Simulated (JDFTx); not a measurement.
Sn:

```
Sn
1.0
     0.00000    3.23334    3.23334
     3.23334    0.00000    3.23334
     3.23334    3.23334    0.00000
Sn
2
Cartesian
  4.8500 4.8500 4.8500
  3.2333 3.2333 3.2333
```

This isn't the form of Sn at room conditions, which is tetragonal (white tin).

Base run:

| Property | Result |
| --- | --- |
| Program | JDFTx 1.7.0 (patched build) |
| Functional | PBEsol |
| Potentials or basis | PseudoDojo-SR-PBEsol-0.4.1-standard with smoothed tails |
| Cutoff | 980 eV |
| Density cutoff | 7837 eV |
| k mesh | 7 × 7 × 7 |
| Occupations | fermi-dirac, width 0.05 eV |
| Spin | no spin polarisation |

Its results: band gap on the k mesh none (metal or under the smearing width); pressure 1.7 GPa.

**Question.** The run is repeated on the same cell with these changes: functional from PBEsol to LDA; potentials or basis from PseudoDojo-SR-PBEsol-0.4.1-standard with smoothed tails to PseudoDojo-SR-LDA-0.4.1-standard with smoothed tails. What comes out?

**Answer.** Band gap on the k mesh none (metal or under the smearing width); pressure 0.1 GPa.
